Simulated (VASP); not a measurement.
# W (Im-3m) in VASP: further runs, part 2 of 2

VASP 6.6.1. Earlier steps stand in the parts before.

### 3 Band structure, PBE

This run uses another cell than the first one, of 16.15 Å³/atom, 1.042 times its volume.

INCAR reads:

```
SYSTEM = W
ALGO     = Normal         ! electronic algorithm
EDIFF    = 1E-7           ! SCF threshold, eV
ENCUT    = 520            ! plane-wave cutoff, eV
GGA      = PE             ! functional
ICORELEVEL= 1            
ISIF     = 2              ! what is computed and relaxed
ISMEAR   = 1              ! smearing method
LASPH    = .TRUE.         ! aspherical terms in the spheres
LCHARG   = .FALSE.        ! write CHGCAR
LMAXMIX  = 4              ! l up to which the mixer works
LREAL    = .FALSE.        ! projectors in reciprocal space
LWAVE    = .FALSE.        ! write WAVECAR
NBANDS   = 13             ! bands
NELM     = 80             ! most SCF steps
PREC     = Accurate       ! precision mode
SIGMA    = 0.1            ! smearing width, eV
```

KPOINTS reads:

```
k-points
0
G
  16 16 16
  0 0 0
```

POSCAR reads:

```
W                                       
1.0
   -1.5923059628      1.5923059628      1.5923059628
    1.5923059628     -1.5923059628      1.5923059628
    1.5923059628      1.5923059628     -1.5923059628
  W             
     1
Direct
     0.0000000000000000    0.0000000000000000    0.0000000000000000
```

KPOINTS_OPT reads:

```
explicit points
64
Reciprocal
 0.0000000000  0.0000000000  0.0000000000 1
 0.0555555556 -0.0555555556  0.0555555556 1
 0.1111111111 -0.1111111111  0.1111111111 1
 0.1666666667 -0.1666666667  0.1666666667 1
 0.2222222222 -0.2222222222  0.2222222222 1
 0.2777777778 -0.2777777778  0.2777777778 1
 0.3333333333 -0.3333333333  0.3333333333 1
 0.3888888889 -0.3888888889  0.3888888889 1
 0.4444444444 -0.4444444444  0.4444444444 1
 0.5000000000 -0.5000000000  0.5000000000 1
 0.5000000000 -0.5000000000  0.5000000000 1
 0.4444444444 -0.4444444444  0.5000000000 1
 0.3888888889 -0.3888888889  0.5000000000 1
 0.3333333333 -0.3333333333  0.5000000000 1
 0.2777777778 -0.2777777778  0.5000000000 1
 0.2222222222 -0.2222222222  0.5000000000 1
 0.1666666667 -0.1666666667  0.5000000000 1
 0.1111111111 -0.1111111111  0.5000000000 1
 0.0555555556 -0.0555555556  0.5000000000 1
 0.0000000000  0.0000000000  0.5000000000 1
 0.0000000000  0.0000000000  0.5000000000 1
 0.0000000000  0.0000000000  0.4444444444 1
 0.0000000000  0.0000000000  0.3888888889 1
 0.0000000000  0.0000000000  0.3333333333 1
 0.0000000000  0.0000000000  0.2777777778 1
 0.0000000000  0.0000000000  0.2222222222 1
 0.0000000000  0.0000000000  0.1666666667 1
 0.0000000000  0.0000000000  0.1111111111 1
 0.0000000000  0.0000000000  0.0555555556 1
 0.0000000000  0.0000000000  0.0000000000 1
 0.0000000000  0.0000000000  0.0000000000 1
 0.0277777778  0.0277777778  0.0277777778 1
 0.0555555556  0.0555555556  0.0555555556 1
 0.0833333333  0.0833333333  0.0833333333 1
 0.1111111111  0.1111111111  0.1111111111 1
 0.1388888889  0.1388888889  0.1388888889 1
 0.1666666667  0.1666666667  0.1666666667 1
 0.1944444444  0.1944444444  0.1944444444 1
 0.2222222222  0.2222222222  0.2222222222 1
 0.2500000000  0.2500000000  0.2500000000 1
 0.2500000000  0.2500000000  0.2500000000 1
 0.2777777778  0.1666666667  0.2777777778 1
 0.3055555556  0.0833333333  0.3055555556 1
 0.3333333333  0.0000000000  0.3333333333 1
 0.3611111111 -0.0833333333  0.3611111111 1
 0.3888888889 -0.1666666667  0.3888888889 1
 0.4166666667 -0.2500000000  0.4166666667 1
 0.4444444444 -0.3333333333  0.4444444444 1
 0.4722222222 -0.4166666667  0.4722222222 1
 0.5000000000 -0.5000000000  0.5000000000 1
 0.2500000000  0.2500000000  0.2500000000 1
 0.2222222222  0.2222222222  0.2777777778 1
 0.1944444444  0.1944444444  0.3055555556 1
 0.1666666667  0.1666666667  0.3333333333 1
 0.1388888889  0.1388888889  0.3611111111 1
 0.1111111111  0.1111111111  0.3888888889 1
 0.0833333333  0.0833333333  0.4166666667 1
 0.0555555556  0.0555555556  0.4444444444 1
 0.0277777778  0.0277777778  0.4722222222 1
 0.0000000000  0.0000000000  0.5000000000 1
 0.0000000000  0.0000000000  0.0000000000 1
 0.5000000000 -0.5000000000  0.5000000000 1
 0.2500000000  0.2500000000  0.2500000000 1
 0.0000000000  0.0000000000  0.5000000000 1
```

Potentials or basis: VASP PAW PBE potentials, release 64 (W_sv).

Run with:

```sh
> cat potpaw_PBE.64/W_sv/POTCAR > POTCAR
> mpirun -np 1 vasp_std > vasp.out
```

Wall time 23 s (1 thread of AMD EPYC 9R45 (Zen 5), shared host); peak memory 0.14 GiB.

It converged, with:

- Free energy: -12.9566 eV
- Pressure: -0.1 GPa
- Band gap along the path: none (metal or under the smearing width)

Levels at the corners of the path, in eV from the Fermi level:
| point | band 4 | band 5 | band 6 | band 7 | band 8 | band 9 | band 10 | band 11 |
| --- | --- | --- | --- | --- | --- | --- | --- | --- |
| Γ | -37.84 | -9.58 | -1.24 | -1.24 | -1.24 | 2.17 | 2.17 | 14.43 |
| H | -38.69 | -5.73 | -5.73 | 4.99 | 4.99 | 4.99 | 8.05 | 8.05 |
| H | -38.69 | -5.73 | -5.73 | 4.99 | 4.99 | 4.99 | 8.05 | 8.05 |
| N | -37.84 | -6.20 | -3.52 | 0.57 | 2.06 | 3.01 | 5.94 | 10.74 |
| N | -37.84 | -6.20 | -3.52 | 0.57 | 2.06 | 3.01 | 5.94 | 10.74 |
| Γ | -37.84 | -9.58 | -1.24 | -1.24 | -1.24 | 2.17 | 2.17 | 14.43 |
| Γ | -37.84 | -9.58 | -1.24 | -1.24 | -1.24 | 2.17 | 2.17 | 14.43 |
| P | -38.45 | -2.97 | -2.97 | -2.97 | 3.17 | 3.17 | 6.40 | 11.99 |
| P | -38.45 | -2.97 | -2.97 | -2.97 | 3.17 | 3.17 | 6.40 | 11.99 |
| H | -38.69 | -5.73 | -5.73 | 4.99 | 4.99 | 4.99 | 8.05 | 8.05 |
| P | -38.45 | -2.97 | -2.97 | -2.97 | 3.17 | 3.17 | 6.40 | 11.99 |
| N | -37.84 | -6.20 | -3.52 | 0.57 | 2.06 | 3.01 | 5.94 | 10.74 |

Core levels (eV, on the scale of the bands):
```
atom                                                                                                                levels
 1 W  1s -69452.0, 2s -11972.5, 2p -10466.1, 3s -2745.1, 3p -2299.2, 3d -1787.2, 4s -553.6, 4p -407.4, 4d -222.3, 4f -17.2
```

Caveat: spin-orbit coupling is left out, which moves the levels of the heavy elements.

### 4 Band structure, PBEsol

This run uses another cell than the first one, of 15.71 Å³/atom, 1.014 times its volume.

INCAR reads:

```
PREC = Accurate ; ENCUT = 520
EDIFF = 1E-6 ; ISMEAR = 1
SIGMA = 0.1 ; LREAL = False
LASPH = True ; NELM = 80
ALGO = Normal ; ISIF = 2
LWAVE = False ; LCHARG = False
LMAXMIX = 4 ; GGA = PS
NBANDS = 13 ; ICORELEVEL = 1
```

KPOINTS reads:

```
Automatic mesh
0
Gamma
  16 16 16
```

POSCAR reads:

```
W                                       
1.0
   -1.5776066427      1.5776066427      1.5776066427
    1.5776066427     -1.5776066427      1.5776066427
    1.5776066427      1.5776066427     -1.5776066427
  W             
     1
Direct
     0.0000000000000000    0.0000000000000000    0.0000000000000000
```

KPOINTS_OPT reads:

```
explicit points
94
Reciprocal
 0.0000000000  0.0000000000  0.0000000000 1
 0.0357142857 -0.0357142857  0.0357142857 1
 0.0714285714 -0.0714285714  0.0714285714 1
 0.1071428571 -0.1071428571  0.1071428571 1
 0.1428571429 -0.1428571429  0.1428571429 1
 0.1785714286 -0.1785714286  0.1785714286 1
 0.2142857143 -0.2142857143  0.2142857143 1
 0.2500000000 -0.2500000000  0.2500000000 1
 0.2857142857 -0.2857142857  0.2857142857 1
 0.3214285714 -0.3214285714  0.3214285714 1
 0.3571428571 -0.3571428571  0.3571428571 1
 0.3928571429 -0.3928571429  0.3928571429 1
 0.4285714286 -0.4285714286  0.4285714286 1
 0.4642857143 -0.4642857143  0.4642857143 1
 0.5000000000 -0.5000000000  0.5000000000 1
 0.5000000000 -0.5000000000  0.5000000000 1
 0.4642857143 -0.4642857143  0.5000000000 1
 0.4285714286 -0.4285714286  0.5000000000 1
 0.3928571429 -0.3928571429  0.5000000000 1
 0.3571428571 -0.3571428571  0.5000000000 1
 0.3214285714 -0.3214285714  0.5000000000 1
 0.2857142857 -0.2857142857  0.5000000000 1
 0.2500000000 -0.2500000000  0.5000000000 1
 0.2142857143 -0.2142857143  0.5000000000 1
 0.1785714286 -0.1785714286  0.5000000000 1
 0.1428571429 -0.1428571429  0.5000000000 1
 0.1071428571 -0.1071428571  0.5000000000 1
 0.0714285714 -0.0714285714  0.5000000000 1
 0.0357142857 -0.0357142857  0.5000000000 1
 0.0000000000  0.0000000000  0.5000000000 1
 0.0000000000  0.0000000000  0.5000000000 1
 0.0000000000  0.0000000000  0.4642857143 1
 0.0000000000  0.0000000000  0.4285714286 1
 0.0000000000  0.0000000000  0.3928571429 1
 0.0000000000  0.0000000000  0.3571428571 1
 0.0000000000  0.0000000000  0.3214285714 1
 0.0000000000  0.0000000000  0.2857142857 1
 0.0000000000  0.0000000000  0.2500000000 1
 0.0000000000  0.0000000000  0.2142857143 1
 0.0000000000  0.0000000000  0.1785714286 1
 0.0000000000  0.0000000000  0.1428571429 1
 0.0000000000  0.0000000000  0.1071428571 1
 0.0000000000  0.0000000000  0.0714285714 1
 0.0000000000  0.0000000000  0.0357142857 1
 0.0000000000  0.0000000000  0.0000000000 1
 0.0000000000  0.0000000000  0.0000000000 1
 0.0178571429  0.0178571429  0.0178571429 1
 0.0357142857  0.0357142857  0.0357142857 1
 0.0535714286  0.0535714286  0.0535714286 1
 0.0714285714  0.0714285714  0.0714285714 1
 0.0892857143  0.0892857143  0.0892857143 1
 0.1071428571  0.1071428571  0.1071428571 1
 0.1250000000  0.1250000000  0.1250000000 1
 0.1428571429  0.1428571429  0.1428571429 1
 0.1607142857  0.1607142857  0.1607142857 1
 0.1785714286  0.1785714286  0.1785714286 1
 0.1964285714  0.1964285714  0.1964285714 1
 0.2142857143  0.2142857143  0.2142857143 1
 0.2321428571  0.2321428571  0.2321428571 1
 0.2500000000  0.2500000000  0.2500000000 1
 0.2500000000  0.2500000000  0.2500000000 1
 0.2678571429  0.1964285714  0.2678571429 1
 0.2857142857  0.1428571429  0.2857142857 1
 0.3035714286  0.0892857143  0.3035714286 1
 0.3214285714  0.0357142857  0.3214285714 1
 0.3392857143 -0.0178571429  0.3392857143 1
 0.3571428571 -0.0714285714  0.3571428571 1
 0.3750000000 -0.1250000000  0.3750000000 1
 0.3928571429 -0.1785714286  0.3928571429 1
 0.4107142857 -0.2321428571  0.4107142857 1
 0.4285714286 -0.2857142857  0.4285714286 1
 0.4464285714 -0.3392857143  0.4464285714 1
 0.4642857143 -0.3928571429  0.4642857143 1
 0.4821428571 -0.4464285714  0.4821428571 1
 0.5000000000 -0.5000000000  0.5000000000 1
 0.2500000000  0.2500000000  0.2500000000 1
 0.2321428571  0.2321428571  0.2678571429 1
 0.2142857143  0.2142857143  0.2857142857 1
 0.1964285714  0.1964285714  0.3035714286 1
 0.1785714286  0.1785714286  0.3214285714 1
 0.1607142857  0.1607142857  0.3392857143 1
 0.1428571429  0.1428571429  0.3571428571 1
 0.1250000000  0.1250000000  0.3750000000 1
 0.1071428571  0.1071428571  0.3928571429 1
 0.0892857143  0.0892857143  0.4107142857 1
 0.0714285714  0.0714285714  0.4285714286 1
 0.0535714286  0.0535714286  0.4464285714 1
 0.0357142857  0.0357142857  0.4642857143 1
 0.0178571429  0.0178571429  0.4821428571 1
 0.0000000000  0.0000000000  0.5000000000 1
 0.0000000000  0.0000000000  0.0000000000 1
 0.5000000000 -0.5000000000  0.5000000000 1
 0.2500000000  0.2500000000  0.2500000000 1
 0.0000000000  0.0000000000  0.5000000000 1
```

Potentials or basis: VASP PAW PBE potentials, release 64 (W_sv).

Run with:

```sh
> cat potpaw_PBE.64/W_sv/POTCAR > POTCAR
> mpirun -np 1 vasp_std > vasp.out
```

OUTCAR:

```text
PREC = Accurate
   ENCUT = 520
   EDIFF = 1E-6
   ISMEAR = 1
   LREAL = False
   LASPH = True
   NELM = 80
   ISIF = 2
   GGA = PS

 ion  position               nearest neighbor table
   1  0.000  0.000  0.000-

  LATTYP: Found a body centered cubic cell.
 ALAT       =     3.1552132854

  Lattice vectors:

 A1 = (  -1.5776066427,   1.5776066427,   1.5776066427)
 A2 = (   1.5776066427,  -1.5776066427,   1.5776066427)
[... 567 lines left out ...]
     12      26.7843      0.00000
     13      28.6919      0.00000

 [... further k-points ...]

------------------------ aborting loop because EDIFF is reached ----------------------------------------

  FORCE on cell =-STRESS in cart. coord.  units (eV):
  Direction    XX          YY          ZZ          XY          YZ          ZX
  --------------------------------------------------------------------------------------
  -------------------------------------------------------------------------------------
  Total       -0.0066363     -0.0066363     -0.0066363      0.0000000      0.0000000     -0.0000000
  in kB       -0.6769895     -0.6769895     -0.6769895      0.0000000      0.0000000     -0.0000000
  external PRESSURE =      -0.6769895 kB  Pullay stress =       0.0000000 kB

 VOLUME and BASIS-vectors are now :
 -----------------------------------------------------------------------------
  energy-cutoff  :      520.00
  volume of cell :       15.71
      direct lattice vectors                 reciprocal lattice vectors
    -1.577606643  1.577606643  1.577606643     0.000000000  0.316935785  0.316935785
     1.577606643 -1.577606643  1.577606643     0.316935785  0.000000000  0.316935785
     1.577606643  1.577606643 -1.577606643     0.316935785  0.316935785  0.000000000

 POSITION                                       TOTAL-FORCE (eV/Angst)
 -----------------------------------------------------------------------------------
      0.00000      0.00000      0.00000         0.000000      0.000000      0.000000
 -----------------------------------------------------------------------------------
    total drift:                                0.000000     -0.000000      0.000000

  FREE ENERGIE OF THE ION-ELECTRON SYSTEM (eV)
  ---------------------------------------------------
  free  energy   TOTEN  =       -13.8081441017 eV

  energy  without entropy=      -13.8075979711  energy(sigma->0) =      -13.80796206
```

It took 12 s on 1 thread of Intel Xeon 6975P-C (Granite Rapids), shared host; peak memory 0.15 GiB.

What came out:

* Free energy: -13.8081 eV
* Pressure: -0.1 GPa
* Band gap along the path: none (metal or under the smearing width)

Levels at the corners of the path, in eV from the Fermi level:
| point | band 5 | band 6 | band 7 | band 8 | band 9 | band 10 |
| --- | --- | --- | --- | --- | --- | --- |
| Γ | -9.75 | -1.29 | -1.29 | -1.29 | 2.22 | 2.22 |
| H | -5.97 | -5.97 | 5.21 | 5.21 | 5.21 | 8.28 |
| H | -5.97 | -5.97 | 5.21 | 5.21 | 5.21 | 8.28 |
| N | -6.39 | -3.66 | 0.68 | 2.12 | 3.11 | 6.21 |
| N | -6.39 | -3.66 | 0.68 | 2.12 | 3.11 | 6.21 |
| Γ | -9.75 | -1.29 | -1.29 | -1.29 | 2.22 | 2.22 |
| Γ | -9.75 | -1.29 | -1.29 | -1.29 | 2.22 | 2.22 |
| P | -3.03 | -3.03 | -3.03 | 3.28 | 3.28 | 6.62 |
| P | -3.03 | -3.03 | -3.03 | 3.28 | 3.28 | 6.62 |
| H | -5.97 | -5.97 | 5.21 | 5.21 | 5.21 | 8.28 |
| P | -3.03 | -3.03 | -3.03 | 3.28 | 3.28 | 6.62 |
| N | -6.39 | -3.66 | 0.68 | 2.12 | 3.11 | 6.21 |

Core levels (eV, on the scale of the bands):
| atom | levels |
| --- | --- |
| 1 W | 1s -69451.5, 2s -11972.1, 2p -10465.7, 3s -2744.7, 3p -2298.8, 3d -1786.8, 4s -553.2, 4p -406.9, 4d -221.8, 4f -16.7 |

Caveat: the PAW data sets were made with another functional, which shifts forces and pressure a little; spin-orbit coupling is left out, which moves the levels of the heavy elements.

### 5 The runs side by side

```csv
level,potentials or basis,cell,pressure (GPa)
LDA,"VASP PAW LDA potentials, release 64 (W_sv)","Im-3m, 15.49 Å³/atom",-0.1
PBE,"VASP PAW PBE potentials, release 64 (W_sv)","Im-3m, 16.15 Å³/atom",-0.1
PBEsol,"VASP PAW PBE potentials, release 64 (W_sv)","Im-3m, 15.71 Å³/atom",-0.1
```

Alike in all rows: task band structure; no spin polarisation; k mesh 16 × 16 × 16; cutoff (eV) 520; smearing methfessel-paxton 0.1 eV.

Caveats: spin-orbit coupling is left out, which moves the levels of the heavy elements; the PAW data sets were made with another functional, which shifts forces and pressure a little (some runs).

Absolute energies hang on the potentials; compare differences alone.
